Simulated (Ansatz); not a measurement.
**Sm (bcc)**

Level of theory: DFT, PBE with spin–orbit coupling, two-component spinors; plane waves to 420 eV with PAW datasets (Ansatz 0.2.0), Γ-centred 14×14×14 mesh, 0.05 eV Gaussian smearing. The datasets are Ansatz's generated set soft_2.

```
Sm
1.0
    -2.13636    2.13636    2.13636
     2.13636   -2.13636    2.13636
     2.13636    2.13636   -2.13636
Sm
1
Cartesian
  0.0000 0.0000 0.0000
```

At room temperature and ambient pressure Sm takes another structure.

Magnetic state: ferromagnetic, site spin moments Sm 5.44 μB, along [001] (Cartesian), which lowers the symmetry.

Path: Γ–H–N–Γ–P–H | P–N, with Γ = (0.000, 0.000, 0.000), H = (0.500, -0.500, 0.500), N = (0.000, 0.000, 0.500), P = (0.250, 0.250, 0.250) in reciprocal vectors of the calculation's cell.

Is it a metal or an insulator, and if it has a gap, where are the band edges on this path?

A metal: bands cross the Fermi level.

Levels between -6 and 4 eV from the Fermi level at the path's named points:
```tsv
point	below E_F (eV)	above E_F (eV)
Γ	-4.36 -3.35 -0.52 -0.45 -0.27 -0.26 -0.13 -0.10 -0.03	1.72 1.75 1.81 2.78 2.81 2.89 3.06 3.16 3.25 3.67 3.70 3.78 3.96 3.98
H	-1.41 -1.40 -0.61 -0.56 -0.43 -0.43 -0.42 -0.29	0.03 0.08 0.11 3.29 3.45 3.46 3.53 3.70 3.73 3.87
N	-1.86 -0.88 -0.56 -0.53 -0.32 -0.28 -0.04 -0.02 0.00	0.24 1.23 1.26 2.09 3.18 3.47 3.52 3.64 3.76 3.78 3.91
P	-0.56 -0.55 -0.40 -0.31 -0.04 -0.04 0.00	0.07 0.08 0.19 1.02 1.12 1.23 3.34 3.34 3.52 3.72 3.72 3.79 3.83
```

It took of the order of 4 core-minutes on a shared host.

Site moments are of spin, integrated over Gaussian weights of 0.5 Å, which gives about a tenth less on f atoms than spheres do. Real Sm metal is trivalent (4f⁵); functionals without U can leave it nearly divalent and too large. No antiparallel order was tried.

A lower state of the open shells can't be excluded, and forces and pressures are less sure for it.

On the Sm 4f shell the spin moment is 5.73 μB and the orbital moment 1.44 μB, opposed to it, 4.29 μB net (projected on atomic orbitals, along the moments' axis).
